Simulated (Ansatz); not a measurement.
The system is CdS.

```
Cd S
1.0
     0.00000    2.75324    2.75324
     2.75324    0.00000    2.75324
     2.75324    2.75324    0.00000
Cd S
1 1
Direct
  0.00000 0.00000 0.00000
  0.50000 0.50000 0.50000
```

Measurements of this composition are mostly on another form, of space group No. 186.

```yaml
Program: Ansatz 0.2.0
Task: single point
Functional: PBE
Potentials_or_basis: all-electron LAPW, scalar-relativistic
Cutoff: 205 eV (chosen from the basis error)
Basis_error_allowed: 0.001 eV/atom
k_mesh: 8 × 8 × 8
Occupations: fermi-dirac, width 0.05 eV
Spin: no spin polarisation
```

On this cell: pressure -0.4 GPa; largest force zero by symmetry; band gap on the k mesh 0.26 eV, indirect (least direct gap 1.56 eV).

The same run follows on a disturbed copy (atoms moved at random, drawn with an rms of 0.05 Å):

```xyz
2
Lattice="0.0000 2.7532 2.7532 2.7532 0.0000 2.7532 2.7532 2.7532 0.0000" Properties=species:S:1:pos:R:3 pbc="T T T"
Cd   -0.0264    0.0482   -0.0506
S     2.7295    2.7484    2.7389
```

**Question.** What does the disturbed cell give?

**Answer.** The energy moves by +1.3 meV/atom; pressure -0.3 GPa; largest force 0.080 eV/Å; band gap on the k mesh 0.27 eV, indirect (least direct gap 1.55 eV).

Forces on the atoms (eV/Å):
```
Cd   0.003 -0.067  0.044
S   -0.003  0.067 -0.044
```

Stress tensor (GPa, compression positive):
```
-0.46  0.00  0.00
 0.00 -0.20  0.02
 0.00  0.02 -0.34
```

A k mesh can miss the band edges.
